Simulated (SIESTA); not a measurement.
## CuO (Tenorite) under changes of volume

One of the cells (10.163 Å³/atom); the others are scaled copies at fixed shape and fractional positions:

```xyz
4
Lattice="2.3447 -1.7134 0.0000 2.3447 1.7134 0.0000 -0.8606 0.0000 5.0594" Properties=species:S:1:pos:R:3 pbc="T T T"
Cu    0.7420   -0.8457    2.5297
Cu    1.1723    0.8457    0.0000
O     1.6421    0.2841    3.8133
O     2.0724   -0.2841    1.2836
```

```yaml
Program: SIESTA 5.4.2
Functional: LDA
Potentials_or_basis: PseudoDojo 0.4 standard (LDA files)
Basis: DZP (energy shift 0.003 Ry; two zetas on semicore shells)
Grid_cutoff: 800 Ry
Energy_shift: 0.003 Ry
k_mesh: 10 × 10 × 5
Occupations: fermi-dirac, width 0.05 eV
Spin: no spin polarisation
```

```tsv
volume (Å³/atom)	energy over the lowest point (meV/atom)	pressure (GPa)	largest force (eV/Å)
9.553	?	?	?
9.756	0.00	-0.6	0.879
9.959	3.29	-4.5	0.808
10.163	11.28	-8.0	0.754
10.366	23.48	-11.1	0.740
10.569	39.40	-13.9	0.733
10.772	58.56	-16.3	0.732
```

Question: What does the run at 9.553 Å³/atom give?

Answer: Energy over the lowest point 2.02 meV/atom; pressure 3.9 GPa; largest force 0.953 eV/Å.

Worked out: A Birch-Murnaghan fit of order 3 (a polynomial in V^(-2/3)) to the other rows has its minimum at 9.73 Å³/atom, just outside them, with B0 = V·E''(V) = 204 GPa and B' = 4.8 at fixed shape and positions, which overstates the stiffness. It gives 2.07 meV/atom at 9.553 Å³/atom, against the run's 2.02, and -dE/dV = 3.9 GPa, against 3.9.

Energies are extrapolated to zero smearing.

Caveats: short orbitals over semicore shells can move pressures by several GPa; the basis of atomic orbitals isn't converged, which shifts pressures, moduli and gaps; the run has no spin polarisation, though such a crystal can be magnetic.
